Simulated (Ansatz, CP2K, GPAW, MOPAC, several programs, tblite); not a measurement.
# What cheap methods get right for CdO (Monteponite)

Aim: run CdO (Monteponite) through methods of unlike cost and see what each gets, and at what price.

Method: no spin polarisation, static lattice; gaps from single points on the cell relaxed beforehand with r²SCAN, in MOPAC, tblite, CP2K, GPAW, Ansatz (versions at each run).

### Step 1. Starting point

The structure is cubic, space group Fm-3m (No. 225). The conventional cell has a = 4.706 Å, b = 4.706 Å, c = 4.706 Å, α = 90.00°, β = 90.00°, γ = 90.00°. Cd (site symmetry m-3m) has 6 O at 2.35 Å as nearest neighbours. O (site symmetry m-3m) has 6 Cd at 2.35 Å as nearest neighbours.

Structure file:

```cif
data_structure
_symmetry_space_group_name_H-M 'P 1'
_symmetry_Int_Tables_number 1
_cell_length_a 3.3277
_cell_length_b 3.3277
_cell_length_c 3.3277
_cell_angle_alpha 60.000
_cell_angle_beta 60.000
_cell_angle_gamma 60.000
_cell_volume 26.06
loop_
_atom_site_label
_atom_site_type_symbol
_atom_site_fract_x
_atom_site_fract_y
_atom_site_fract_z
_atom_site_occupancy
Cd1 Cd 0.00000 0.00000 0.00000 1
O1 O 0.50000 0.50000 0.50000 1
```

**Question.** The methods are PM6, PM7, GFN1-xTB (tblite), GFN2-xTB (tblite), PBE/DZVP, PBE/single-zeta, PBE/SZV, coarse PBE, PBE, r2SCAN. What gap does r2SCAN give on this cell, and which other methods (full PBE left aside) come nearest to r2SCAN and farthest in gap, volume and bulk modulus?

```
                                               quantity                                                                                                                     value
                                                 r2SCAN                                                                                    gap 0.10 eV, 13.03 Å³/atom, B₀ 148 GPa
         gap: nearest and farthest of the other methods  GFN1-xTB (tblite), GFN2-xTB (tblite), PBE/DZVP, PBE/single-zeta, PBE/SZV, coarse PBE (about 0.10 eV off); PM7 (+2.47 eV)
      volume: nearest and farthest of the other methods                                                                             GFN2-xTB (tblite) (-4.5 %), PBE/SZV (+11.0 %)
bulk modulus: nearest and farthest of the other methods                                                                               PBE/DZVP (-18 %), GFN2-xTB (tblite) (-59 %)
```

**Reading.** For the gap (full PBE left aside), GFN1-xTB (tblite), GFN2-xTB (tblite), PBE/DZVP, PBE/single-zeta, PBE/SZV, coarse PBE tie for nearest to r2SCAN, all without the gap that it finds; PM7 is farthest. Among the 3 methods compared for the volume (full PBE left aside), GFN2-xTB (tblite) is nearest to r2SCAN and PBE/SZV farthest. For the bulk modulus, of the 3 methods compared (full PBE left aside), PBE/DZVP comes nearest to r2SCAN and GFN2-xTB (tblite) is farthest. A minimal basis or a coarse cutoff and mesh shifts results by its own error, so closeness to r2SCAN can be chance. Cluster runs see only the k-points that fold onto the zone centre, so their gaps can miss the band edges. No volume is given for PM6, PM7, GFN1-xTB (tblite), PBE/single-zeta, coarse PBE, which can hide a larger miss. Overlaps count as a gap of zero in the misses; they are PBE/DZVP -0.46, PBE/single-zeta -0.68, PBE/SZV -0.62, coarse PBE -0.53, PBE -0.42 eV. CPU times run from 0.62 s (coarse PBE) to 25 s (PBE/DZVP). On this cell GFN2-xTB (tblite), PBE/DZVP, PBE/single-zeta, PBE/SZV cost more than r2SCAN itself (3.7 s), so they are no saving here. PBE/DZVP, PBE/single-zeta, PBE/SZV, coarse PBE, PBE disagree with r2SCAN even on whether there is a gap. Semilocal functionals can close a small real gap, so r2SCAN's «no gap» may be its own error. r2SCAN is a yardstick, not the truth.
